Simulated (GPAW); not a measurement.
# AlN (P6_3mc) in GPAW: notebook, part 2 of 3

GPAW 26.7.0. Earlier steps stand in the parts before.

**4. G0W0 quasiparticle levels, LDA**

Contents of run.py:

```python
import json
import numpy as np
from ase.dft.bandgap import bandgap
from ase.io import read, write
from gpaw import GPAW, PW
from gpaw.response.g0w0 import G0W0

atoms = read('AlN.xyz')

calc = GPAW(mode=PW(600),
            xc='LDA',
            kpts={'size': (4, 4, 3), 'gamma': True},
            occupations={'name': 'fermi-dirac', 'width': 0.001},
            nbands=18,
            convergence={'density': 1e-06},
            maxiter=150,
            txt='gpaw.txt')
atoms.calc = calc
energy = atoms.get_potential_energy()
calc.write('gs.gpw')
write('result.traj', atoms)
print(f'Energy: {energy:.6f} eV')
print('Fermi level:', round(calc.get_fermi_level(), 4), 'eV')
print(f'Gap: {bandgap(calc)[0]:.4f} eV, direct: {bandgap(calc, direct=True)[0]:.4f} eV')

calc.diagonalize_full_hamiltonian(nbands=178)
calc.write('full.gpw', mode='all')

ibz = calc.get_ibz_k_points()
gap, vbm, cbm = bandgap(calc, output=None)
gap, direct, _ = bandgap(calc, direct=True, output=None)
gamma = int(np.abs(ibz).sum(1).argmin())
kpts = sorted({gamma, vbm[1], cbm[1], direct[1]})
gw = G0W0(calc='full.gpw',
          filename='gw',
          ecut=150,
          ecut_extrapolation=True,
          relbands=(-3, 3),
          kpts=kpts,
          integrate_gamma='WS',
          frequencies={'type': 'nonlinear', 'domega0': 0.15, 'omega2': 10},
          eta=0.1)
gw.calculate()
results = {mode: {key: np.asarray(r[key]).tolist() for key in ['f', 'eps', 'vxc', 'exx', 'sigma', 'Z', 'qp', 'sigma_eskn']}
           for mode, r in gw.all_results.items()}
json.dump({'kpts': ibz[kpts].tolist(), 'results': results}, open('gw.json', 'w'))
for mode, r in results.items():
    f, qp = np.array(r['f']), np.array(r['qp'])
    print(mode, 'quasiparticle energies (eV):')
    print(qp.round(3))
    print(mode, 'gap:', round(qp[f < 0.5].min() - qp[f > 0.5].max(), 4), 'eV')
```

Contents of AlN.xyz:

```xyz
4
Lattice="3.1130000000 0.0000000000 0.0000000000 -1.5565000000 2.6959370820 0.0000000000 0.0000000000 0.0000000000 4.9810000000" Properties=species:S:1:pos:R:3 pbc="T T T"
Al     1.5565000002      0.8986456939      2.4905000000
Al    -0.0000000002      1.7972913881      0.0000000000
N      1.5565000002      0.8986456939      4.3832800000
N     -0.0000000002      1.7972913881      1.8927800000
```

Potentials or basis: the program's PAW data sets (release 1.2.1) made for this functional, pw.

The run is started by

```bash
OMP_NUM_THREADS=1 python run.py
```

gpaw.txt:

```text
__  _  _
 | _ |_)|_||  |
 |__||  | ||/\| - 26.7.0

Input parameters:
  mode=PW(ecut=600.0),
  convergence={'density': 1e-06},
  kpts=MonkhorstPack(size=(4, 4, 3), gamma=True),
  maxiter=150,
  nbands=18,
  occupations=Occupations(name='fermi-dirac', width=0.001),
  xc=XC(name='LDA')

Diagonalizing LCAO Hamiltonian
Converting LCAO to pw mode

           N

           Al
        N

        Al

Atoms  # Å, Bohr magnetons
|   | symbol |         x |        y |        z |    initial magnetic moments |
|---|--------|-----------|----------|----------|-----------------------------|
| 0 |     Al |  1.556500 | 0.898646 | 2.490500 | ( 0.0000,  0.0000,  0.0000) |
| 1 |     Al | -0.000000 | 1.797291 | 0.000000 | ( 0.0000,  0.0000,  0.0000) |
| 2 |      N |  1.556500 | 0.898646 | 4.383280 | ( 0.0000,  0.0000,  0.0000) |
| 3 |      N | -0.000000 | 1.797291 | 1.892780 | ( 0.0000,  0.0000,  0.0000) |

Unit cell  # Å
| periodic |         x |        y |        z |  lengths |     angles |
|----------|-----------|----------|----------|----------|------------|
|      yes |  3.113000 | 0.000000 | 0.000000 | 3.113000 |  90.000000 |
|      yes | -1.556500 | 2.695937 | 0.000000 | 3.113000 |  90.000000 |
|      yes |  0.000000 | 0.000000 | 4.981000 | 4.981000 | 120.000000 |

Number of symmetries: 6
Symmetry operations  # r_c * U_cc + t_c -> r_c
|   | kind |            matrix            |
|---|------|------------------------------|
| 0 |  σ   |  1, 1, 0,  0,-1, 0,  0, 0, 1 |
| 1 |  E   |  1, 0, 0,  0, 1, 0,  0, 0, 1 |
| 2 |  C3  |  0, 1, 0, -1,-1, 0,  0, 0, 1 |
| 3 |  σ   |  0,-1, 0, -1, 0, 0,  0, 0, 1 |
| 4 |  σ   | -1, 0, 0,  1, 1, 0,  0, 0, 1 |
| 5 |  C3  | -1,-1, 0,  1, 0, 0,  0, 0, 1 |

BZ-sampling:
  Number of BZ points: 48
  Number of IBZ points: 9

  Monkhorst-Pack size: [4, 4, 3]
  Monkhorst-Pack shift: [0.125, 0.125, 0.0]

K-points  # in reciprocal-cell coordinates
|   |                                coordinates |     weight |
|---|--------------------------------------------|------------|
| 0 | (  0.00000000,   0.00000000,   0.00000000) | 0.02083333 |
| 1 | (  0.00000000,   0.00000000,   0.33333333) | 0.04166667 |
| 2 | (  0.25000000,   0.00000000,  -0.33333333) | 0.12500000 |
| 3 | (  0.25000000,   0.00000000,   0.00000000) | 0.12500000 |
| 4 | (  0.25000000,   0.00000000,   0.33333333) | 0.12500000 |
| 5 | (  0.50000000,   0.25000000,   0.00000000) | 0.12500000 |
| 6 | (  0.50000000,   0.25000000,   0.33333333) | 0.25000000 |
| 7 | (  0.50000000,   0.50000000,   0.00000000) | 0.06250000 |
| 8 | (  0.50000000,   0.50000000,   0.33333333) | 0.12500000 |

Plane wave coefficients: 1408
Cutoff: 600.0 eV

Spin-components: 1 (collinear spins)
Bands:           18
Projectors:      20
Spin-degeneracy: 2
Datatype:        complex128

Density:
  Valence electrons: 16.0
  Components: 1
  Grid points: [18 18 30]
  Charge: 0.0  # |e|

Potential:
  Grid points: [18 18 30]

species:
  Al:
    name:    Aluminium
    Z:       13.0
    valence: 3
    core:    10
    charge:  0.0  # [|e|]
    compensation charges:
      type: gauss
      rc: 0.34  # [Å]
      lmax: 2
    cutoffs:
      filter: 1.91  # [Å]
      core: 2.36  # [Å]
    projectors
    | kind |    occ | energy [eV] | rcut [Å] |
    |------|--------|-------------|----------|
    |   3s |  2.000 |      -7.830 |    1.085 |
    |   3p |  1.000 |      -2.783 |    1.085 |
    |    s |        |      19.382 |    1.085 |
    |    p |        |      24.428 |    1.085 |
    |    d |        |       0.000 |    1.085 |

    Using partial waves for Al as LCAO basis

  N:
    name:    Nitrogen
    Z:       7.0
    valence: 5
    core:    2
    charge:  0.0  # [|e|]
    compensation charges:
      type: gauss
      rc: 0.18  # [Å]
      lmax: 2
    cutoffs:
      filter: 1.11  # [Å]
      core: 0.96  # [Å]
    projectors
    | kind |    occ | energy [eV] | rcut [Å] |
    |------|--------|-------------|----------|
    |   2s |  2.000 |     -18.420 |    0.603 |
    |   2p |  3.000 |      -7.237 |    0.529 |
    |    s |        |       8.791 |    0.603 |
    |    p |        |      19.974 |    0.529 |
    |    d |        |       0.000 |    0.577 |

    Using partial waves for N as LCAO basis

Reference energy: -16098.591502  # eV

eigensolver:
  PPCG
  Converge bands: occupied
  niter=2

density mixing:
  MSR1-Mixer
  Pratt-step length: 0.05
  Maximum mixing coefficient: 0.75
  Old densities: 10
  SVD Regularization: 0.005
  Good broyden scale: 1.0
  Trust region scale: 1.0
  Backstep threshold: 4.0
  History deletion threshold: 6.0
  Fourier metric: weight=20.0, sigma=0.015

occupation numbers:
  Fermi-Dirac:
    width: 0.0010  # eV

poisson solver:
  ecut: 4800.0  # eV

xc functional:
  name: None

convergence criteria:
- Maximum integral of absolute [dens]ity change: 1e-06 electrons / valence electron
- Maximum [total energy] change in last 3 cyles: 0.0005 eV / valence electron
- Maximum integral of absolute [eigenst]ate change: 4e-08 eV^2 / valence electron
maximum number of iterations: 150

SCF iterations
|iter     | |      energy | eigst |  dens |
|---------|-|-------------|-------|-------|
|iter:   1| |  -36.627568 | -0.27 |       |
|iter:   2| |  -35.585712 | -2.05 | -0.55 |
|iter:   3| |  -32.490124 | -0.77 | -0.60 |
|iter:   4| |  -32.466766 | -2.98 | -1.25 |
|iter:   5| |  -32.463028 | -3.57 | -1.57 |
|iter:   6| |  -32.463082c| -5.87 | -2.74 |
|iter:   7| |  -32.463093c| -6.53 | -3.14 |
|iter:   8| |  -32.463093c| -7.61c| -4.14 |
|iter:   9| |  -32.463093c| -7.97c| -4.55 |
|iter:  10| |  -32.463093c| -8.88c| -5.13 |
|iter:  11| |  -32.463093c| -9.97c| -6.09c|

Converged in 11 steps
Energy contributions relative to reference atoms: (reference = -16098.591502)

Energy contributions:
  Kinetic:          32.037294
  Coulomb:         -27.119156
  Zero:             -0.042372
  External:          0.000000
  Xc:              -37.338859
  Entropy:          -0.000000
  Spinorbit:         0.000000
  ----------------------------
  Free energy:     -32.463093
  Extrapolated:    -32.463093

dipole moment: (-0.000000, -0.000001, -6.849358)  # |e|*Ang

Fermi level: 6.282
Eigenvalues  # (at kpt = [0.000, 0.000, 0.000])
| band index |      eig [eV] | occ [0-2] |
|------------|---------------|-----------|
|          0 |        -9.174 |     2.000 |
|          1 |        -6.954 |     2.000 |
|          2 |        -0.179 |     2.000 |
|          3 |         5.032 |     2.000 |
|          4 |         5.032 |     2.000 |
|          5 |         5.687 |     2.000 |
[... 8 lines left out ...]
|         14 |        18.818 |     0.000 |
|         15 |        18.818 |     0.000 |
|        ... |               |           |
|         17 |        20.535 |     0.000 |

Gap: 4.239 eV
Transition (v -> c):
  (s=0, k=0, n=7, [0.00, 0.00, 0.00]) -> (s=0, k=0, n=8, [0.00, 0.00, 0.00])
No difference between direct/indirect transitions
# Writing to gs.gpw (mode='')

Matrix size: 1408x1408
# Writing to full.gpw (mode='all')
```

stdout:

```text
Energy: -32.463093 eV
Fermi level: 6.2817 eV
Gap: 4.2390 eV, direct: 4.2390 eV
IBZ(<points: 9, symmetries: 6>)
Occupied bands: 8
Calculating eigenvalues:
  k-points: 1
  Bands: 5-10 (inclusive)
HSE06-eigenvalue shifts:
  min: -3.830 eV
  ave: 1.062 eV
  max: 7.203 eV
GW quasiparticle energies (eV):
[[[ 4.515  4.514  4.745 10.781 13.358 17.362]]]
GW gap: 6.0363 eV
```

gw.w.txt:

```text
NonLinearFrequencyDescriptor(from 0.000 to 152.899 eV, 140 points)
NonLinearFrequencyDescriptor(from 0.000 to 152.899 eV, 140 points)

BZ k-points: Symmetries present (total): 6

48 k-points: 4 x 4 x 3 Monkhorst-Pack grid + [1/8,1/8,0.000000]
9 k-points in the irreducible part of the Brillouin zone
       k-points in crystal coordinates                weights
[... 137 lines left out ...]

k-point 0 (0): (0.000, 0.000, 0.000)                GW
band       f     eps     vxc     exx   sigma  dsigma       Z      qp
                                                                   GW
   5   1.000   5.687 -17.860 -21.690   2.334  -0.276   0.784   4.515
   6   1.000   5.687 -17.860 -21.690   2.334  -0.276   0.784   4.514
   7   1.000   5.868 -17.996 -21.703   2.270  -0.280   0.781   4.745
   8   0.000  10.107 -14.766  -9.876  -4.052  -0.243   0.805  10.781
   9   0.000  12.407 -13.653  -8.006  -4.478  -0.229   0.814  13.358
  10   0.000  16.372 -15.463  -8.260  -5.873  -0.344   0.744  17.362
```

It took 4.7 min on 1 thread of AMD EPYC 7R43 (Zen 3), shared host; peak memory 0.75 GiB.

What came out:

* Free energy: -32.4631 eV
* Band gap on the k mesh, mean-field level: 4.24 eV, direct
* Quasiparticle gap: 6.04 eV
* Least direct quasiparticle gap: 6.04 eV

Levels at points of the mesh, in eV from the valence-band top:
| k point | band 6 | band 7 | band 8 | band 9 | band 10 | band 11 |
| --- | --- | --- | --- | --- | --- | --- |
| (0.00, 0.00, 0.00) | -0.18 | -0.18 | 0.00 | 4.24 | 6.54 | 10.50 |
| (0.50, 0.50, 0.00) | -2.09 | -1.81 | -0.67 | 5.66 | 5.68 | 8.11 |

Caveat: the k mesh is coarse (spacing up to 0.58 Å⁻¹), so the values aren't converged; the quasiparticle gap is taken among the few k points that were corrected; the long-wavelength limit can be off by a per cent or two.

**5. G0W0 quasiparticle levels, LDA**

Changes to run.py since step 4:

```diff
@@ -37,6 +37,6 @@
           ecut_extrapolation=True,
-          relbands=(-3, 3),
+          relbands=(-2, 2),
           kpts=kpts,
-          integrate_gamma='WS',
-          frequencies={'type': 'nonlinear', 'domega0': 0.15, 'omega2': 10},
+          integrate_gamma='reciprocal',
+          frequencies={'type': 'nonlinear', 'domega0': 0.1, 'omega2': 10},
           eta=0.1)
```

AlN.xyz is that of step 4.

Potentials or basis: the program's PAW data sets (release 1.2.1) made for this functional, pw.

The run is started by

```bash
OMP_NUM_THREADS=1 python run.py
```

gpaw.txt:

```text
__  _  _
 | _ |_)|_||  |
 |__||  | ||/\| - 26.7.0

Input parameters:
  mode=PW(ecut=600.0),
  convergence={'density': 1e-06},
  kpts=MonkhorstPack(size=(4, 4, 3), gamma=True),
  maxiter=150,
  nbands=18,
  occupations=Occupations(name='fermi-dirac', width=0.001),
  xc=XC(name='LDA')

Diagonalizing LCAO Hamiltonian
Converting LCAO to pw mode

           N

           Al
        N

        Al

Atoms  # Å, Bohr magnetons
|   | symbol |         x |        y |        z |    initial magnetic moments |
|---|--------|-----------|----------|----------|-----------------------------|
| 0 |     Al |  1.556500 | 0.898646 | 2.490500 | ( 0.0000,  0.0000,  0.0000) |
| 1 |     Al | -0.000000 | 1.797291 | 0.000000 | ( 0.0000,  0.0000,  0.0000) |
| 2 |      N |  1.556500 | 0.898646 | 4.383280 | ( 0.0000,  0.0000,  0.0000) |
| 3 |      N | -0.000000 | 1.797291 | 1.892780 | ( 0.0000,  0.0000,  0.0000) |

Unit cell  # Å
| periodic |         x |        y |        z |  lengths |     angles |
|----------|-----------|----------|----------|----------|------------|
|      yes |  3.113000 | 0.000000 | 0.000000 | 3.113000 |  90.000000 |
|      yes | -1.556500 | 2.695937 | 0.000000 | 3.113000 |  90.000000 |
|      yes |  0.000000 | 0.000000 | 4.981000 | 4.981000 | 120.000000 |

Number of symmetries: 6
Symmetry operations  # r_c * U_cc + t_c -> r_c
|   | kind |            matrix            |
|---|------|------------------------------|
| 0 |  σ   |  1, 1, 0,  0,-1, 0,  0, 0, 1 |
[... 102 lines left out ...]
  Pratt-step length: 0.05
  Maximum mixing coefficient: 0.75
  Old densities: 10
  SVD Regularization: 0.005
  Good broyden scale: 1.0
  Trust region scale: 1.0
  Backstep threshold: 4.0
  History deletion threshold: 6.0
  Fourier metric: weight=20.0, sigma=0.015

occupation numbers:
  Fermi-Dirac:
    width: 0.0010  # eV

poisson solver:
  ecut: 4800.0  # eV

xc functional:
  name: None

convergence criteria:
- Maximum integral of absolute [dens]ity change: 1e-06 electrons / valence electron
- Maximum [total energy] change in last 3 cyles: 0.0005 eV / valence electron
- Maximum integral of absolute [eigenst]ate change: 4e-08 eV^2 / valence electron
maximum number of iterations: 150

SCF iterations
|iter     | |      energy | eigst |  dens |
|---------|-|-------------|-------|-------|
|iter:   1| |  -36.627568 | -0.27 |       |
|iter:   2| |  -35.585712 | -2.05 | -0.55 |
|iter:   3| |  -32.490124 | -0.77 | -0.60 |
|iter:   4| |  -32.466766 | -2.98 | -1.25 |
|iter:   5| |  -32.463028 | -3.57 | -1.57 |
|iter:   6| |  -32.463082c| -5.87 | -2.74 |
|iter:   7| |  -32.463093c| -6.53 | -3.14 |
|iter:   8| |  -32.463093c| -7.61c| -4.14 |
|iter:   9| |  -32.463093c| -7.97c| -4.55 |
|iter:  10| |  -32.463093c| -8.88c| -5.13 |
|iter:  11| |  -32.463093c| -9.97c| -6.09c|

Converged in 11 steps
Energy contributions relative to reference atoms: (reference = -16098.591502)

Energy contributions:
  Kinetic:          32.037294
  Coulomb:         -27.119156
  Zero:             -0.042372
  External:          0.000000
  Xc:              -37.338859
  Entropy:          -0.000000
  Spinorbit:         0.000000
  ----------------------------
  Free energy:     -32.463093
  Extrapolated:    -32.463093

dipole moment: (-0.000000, -0.000001, -6.849358)  # |e|*Ang

Fermi level: 6.282
Eigenvalues  # (at kpt = [0.000, 0.000, 0.000])
| band index |      eig [eV] | occ [0-2] |
|------------|---------------|-----------|
|          0 |        -9.174 |     2.000 |
|          1 |        -6.954 |     2.000 |
|          2 |        -0.179 |     2.000 |
|          3 |         5.032 |     2.000 |
|          4 |         5.032 |     2.000 |
|          5 |         5.687 |     2.000 |
[... 8 lines left out ...]
|         14 |        18.818 |     0.000 |
|         15 |        18.818 |     0.000 |
|        ... |               |           |
|         17 |        20.535 |     0.000 |

Gap: 4.239 eV
Transition (v -> c):
  (s=0, k=0, n=7, [0.00, 0.00, 0.00]) -> (s=0, k=0, n=8, [0.00, 0.00, 0.00])
No difference between direct/indirect transitions
# Writing to gs.gpw (mode='')

Matrix size: 1408x1408
# Writing to full.gpw (mode='all')
```

stdout:

```text
Energy: -32.463093 eV
Fermi level: 6.2817 eV
Gap: 4.2390 eV, direct: 4.2390 eV
IBZ(<points: 9, symmetries: 6>)
Occupied bands: 8
Calculating eigenvalues:
  k-points: 1
  Bands: 6-9 (inclusive)
HSE06-eigenvalue shifts:
  min: -3.830 eV
  ave: 0.750 eV
  max: 5.647 eV
GW quasiparticle energies (eV):
[[[ 4.466  4.71  10.809 13.393]]]
GW gap: 6.099 eV
```

gw.w.txt:

```text
NonLinearFrequencyDescriptor(from 0.000 to 155.629 eV, 210 points)
NonLinearFrequencyDescriptor(from 0.000 to 155.629 eV, 210 points)

BZ k-points: Symmetries present (total): 6

48 k-points: 4 x 4 x 3 Monkhorst-Pack grid + [1/8,1/8,0.000000]
9 k-points in the irreducible part of the Brillouin zone
       k-points in crystal coordinates                weights
[... 134 lines left out ...]
dsigma:  Self-energy derivatives
Z:       Renormalization factors
qp:      QP-energies [eV]

k-point 0 (0): (0.000, 0.000, 0.000)                GW
band       f     eps     vxc     exx   sigma  dsigma       Z      qp
                                                                   GW
   6   1.000   5.687 -17.860 -21.690   2.279  -0.270   0.787   4.466
   7   1.000   5.868 -17.996 -21.703   2.219  -0.285   0.778   4.710
   8   0.000  10.107 -14.766  -9.876  -4.029  -0.226   0.816  10.809
   9   0.000  12.407 -13.653  -8.006  -4.443  -0.221   0.819  13.393
```

Wall time 4.9 min (1 thread of AMD EPYC 7R43 (Zen 3), shared host); peak memory 0.94 GiB.

Results:

```yaml
Free_energy: -32.4631 eV
Band_gap_on_the_k_mesh_mean-field_level: 4.24 eV, direct
Quasiparticle_gap: 6.10 eV
Least_direct_quasiparticle_gap: 6.10 eV
```

Levels at points of the mesh, in eV from the valence-band top:
```
           k point  band 5  band 6  band 7  band 8  band 9  band 10  band 11  band 12
(0.00, 0.00, 0.00)   -0.84   -0.18   -0.18    0.00    4.24     6.54    10.50    10.96
(0.50, 0.50, 0.00)   -3.38   -2.09   -1.81   -0.67    5.66     5.68     8.11    10.17
```

Caveat: the k mesh is coarse (spacing up to 0.58 Å⁻¹), so the values aren't converged; the quasiparticle gap is taken among the few k points that were corrected; on this mesh the treatment of q = 0 moves the result by about a tenth of an eV; the long-wavelength limit can be off by a per cent or two.

(Continued in part 3 of 3.)
